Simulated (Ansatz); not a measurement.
The elements of this relaxed trial crystal are hidden behind letters.

```
lattice vectors (Å)
   4.0541    0.0000    0.0000
   0.0000    4.0541    0.0000
   0.0000    0.0000   17.1817
fractional positions
X 0.0000 0.0000 0.6669
X 0.5000 0.5000 0.8335
X 0.0000 0.0000 0.0000
X 0.5000 0.5000 0.1665
X 0.0000 0.0000 0.3331
Z 0.5000 0.5000 0.5000
Q 0.5000 0.0000 0.9167
Q 0.0000 0.5000 0.0833
Q 0.5000 0.0000 0.2498
Q 0.0000 0.5000 0.4160
Q 0.5000 0.0000 0.5840
Q 0.0000 0.5000 0.7502
```

Computed with DFT PBE, scalar-relativistic, plane waves, PAW in Ansatz 0.2.0. Cutoff 420 eV, Γ-centred 8×8×2 mesh (12-atom cell), Gaussian smearing of 0.02 eV, no spin polarisation.

```
Space group                               : P-4m2 (No. 115)
Conventional cell                         : a = 4.054 Å, c = 17.182 Å
Volume per atom                           : 23.53 Å³
Density                                   : 3.85 g/cm³
Formation energy                          : −0.464 eV/atom
Gap on the 8×8×2 mesh of the 12-atom cell : 1.40 eV
```

Energies are uncorrected and count from the elements' standard states at the same level.

Q: X is a p-block element of period 3, Z is a p-block element of period 4 and Q is a p-block element of period 4. Which elements are they?

A: X = Al, Z = Ga, Q = As, so the formula is Al5GaAs6. Density times volume gives a mean mass of 3.85 × 23.53/1.6605 = 54.6 u per atom, and this set has 54.5 u. Al on a site of symmetry 2mm is surrounded by 4 As at 2.48 Å; Ga is surrounded by 4 As at 2.49 Å; around As on its first site lie 4 Al at 2.48 Å; 4 more sites not described. Other sets within the hints have nearly the same mass, so mass alone doesn't settle it; this one was computed.

Kohn–Sham gaps at this level usually fall short of measured ones. A later test with randomly moved atoms came back to the same energy, though modes that don't fit the test's cell weren't probed.
